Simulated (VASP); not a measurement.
Set up this calculation in VASP 6.6.1, as the native input.

```
Task                   : single point
Functional             : PBE
Potentials or basis    : VASP PAW PBE potentials, release 64 (Pd)
Cutoff                 : 520 eV
k mesh                 : 3 × 3 × 4
Occupations            : fermi-dirac, width 0.05 eV
Spin                   : no spin polarisation
Dipole correction      : no
Further INCAR settings : ALGO = Fast; EDIFF = 1e-06; NBANDS = 50
```

The structure of Pd lies in POSCAR:

```
Pd
1.0
   -1.9174500000      3.8601550000      1.9796650000
    3.9038310000      0.0601840000      3.9078930000
    3.8387780000      3.7994750000      0.1252380000
Pd
8
Direct
   -0.0061603963     -0.0039516137      0.9764209288
    0.9800749137      0.9798767887      0.4895107921
    0.9822824359      0.4952623480     -0.0065828372
    0.9862500420      0.5056375313      0.4846447680
    0.5054394862      0.7309299737      0.0276035375
    0.4671581991      0.7565505574      0.5060495735
    0.4579321153      0.2524678759      1.0104950102
    0.5134588883      0.2194139664      0.5200826153
```

The cell was built by a generator and needn't be a form met in nature.

These files were run (other wordings do the same):

INCAR

```
SYSTEM = Pd
ALGO = Fast ; EDIFF = 1E-6
ENCUT = 520 ; GGA = PE
ISIF = 2 ; ISMEAR = -1
LASPH = .TRUE. ; LCHARG = .FALSE.
LREAL = .FALSE. ; LWAVE = .FALSE.
NBANDS = 50 ; NELM = 100
PREC = Accurate ; SIGMA = 0.05
```

KPOINTS

```
k-points
0
G
  3 3 4
  0 0 0
```

Potentials or basis: VASP PAW PBE potentials, release 64 (Pd).

Launch:

```bash
$ cat potpaw_PBE.64/Pd/POTCAR > POTCAR
$ mpirun -np 1 vasp_std > vasp.out
```

It gave:

```json
{
 "Pressure": "18.7 GPa",
 "Largest force": "1.610 eV/Å",
 "Band gap on the k mesh": "none (metal or under the smearing width)"
}
```

Caveat: the k mesh is coarse (spacing up to 0.47 Å⁻¹), so the values aren't converged; so large a pressure means that the cell lies far from this level's equilibrium, or that cutoff or potentials fall short; forces of over 1 eV/Å show positions far from the minimum, so gaps and moduli don't describe the material at rest.

Run time: 110 s on 1 thread of Intel(R) Xeon(R) Platinum 8488C (Sapphire Rapids), on a shared host, peak memory 0.26 GiB.
